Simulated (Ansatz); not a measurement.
The system is Cs2AgBiBr6.

```
Bi Cs Ag Br
1.0
     0.00000    5.61610    5.61610
     5.61610    0.00000    5.61610
     5.61610    5.61610    0.00000
Bi Cs Ag Br
1 2 1 6
Direct
  0.00000 0.00000 0.00000
  0.75000 0.75000 0.75000
  0.25000 0.25000 0.25000
  0.50000 0.50000 0.50000
  0.74945 0.74945 0.25055
  0.25055 0.25055 0.74945
  0.74945 0.25055 0.25055
  0.74945 0.25055 0.74945
  0.25055 0.74945 0.74945
  0.25055 0.74945 0.25055
```

Base run:

- Program: Ansatz 0.2.0
- Functional: LDA
- Potentials or basis: Ansatz PAW
- Cutoff: 420 eV (not typed: the program's choice for these potentials)
- k mesh: 4 × 4 × 4
- Occupations: fermi-dirac, width 0.05 eV
- Spin: no spin polarisation
- Hubbard terms: Ag d U = 2 eV

Its results: band gap on the k mesh 1.27 eV, indirect (least direct gap 2.46 eV); pressure -1.4 GPa; largest force 0.272 eV/Å.

The run is repeated on the same cell with these changes: hubbard terms from Ag d U = 2 eV to Ag d U = 1 eV. What comes out?

Band gap on the k mesh 1.19 eV, indirect (least direct gap 2.41 eV); pressure -1.4 GPa; largest force 0.299 eV/Å.

Caveats: spin-orbit coupling is left out, which as a rule narrows the gap of such compounds by several tenths of an eV; the PAW data sets come from PBE, with cores solved anew for the run's functional, which leaves a small shift of forces and pressure.
